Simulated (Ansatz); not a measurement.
The system is Si.

```xyz
2
Lattice="-2.3714 2.3714 1.3293 2.3714 -2.3714 1.3293 2.3714 2.3714 -1.3293" Properties=species:S:1:pos:R:3 pbc="T T T"
Si    0.0000    0.0000    1.3293
Si    2.3714    0.0000    0.6646
```

This isn't the form of Si at room conditions, which is diamond.

- Program: Ansatz 0.2.0
- Task: relaxation of cell and atoms
- Functional: PBE
- Dispersion: D4
- Potentials or basis: Ansatz PAW
- Cutoff: 420 eV (not typed: the program's choice for these potentials)
- k mesh: 11 × 11 × 11
- Occupations: fermi-dirac, width 0.05 eV
- Spin: no spin polarisation

At the start: volume 14.95 Å³/atom.

Where does the relaxation end?

It ends after 8 steps and the volume is 14.78 Å³/atom (-1.2 %); space group I4_1/amd (No. 141, to 0.05 Å).

The path:
```tsv
step	energy change (eV)	largest force (eV/Å)	volume (Å³)
1	0.0000	0.0000	29.90
2	-0.0023	0.0000	29.65
3	-0.0062	0.0000	29.42
4	-0.0081	0.0000	29.28
5	-0.0098	0.0000	29.55
6	-0.0100	0.0000	29.56
7	-0.0100	0.0000	29.55
8	-0.0100	0.0000	29.55
```

Final structure:
```yaml
crystal:
  lattice:
    - [-2.39619, 2.39619, 1.28665]
    - [2.39619, -2.39619, 1.28665]
    - [2.39619, 2.39619, -1.28665]
  atoms:
    - { symbol: Si, position: [0.50000, 0.50000, 0.00000] }
    - { symbol: Si, position: [0.25000, 0.75000, 0.50000] }
```

Caveat: the plane-wave basis is chosen anew once the cell has moved, so the energies of steps on either side of that aren't comparable; pairwise dispersion overbinds metals, which lowers pressure and volume.
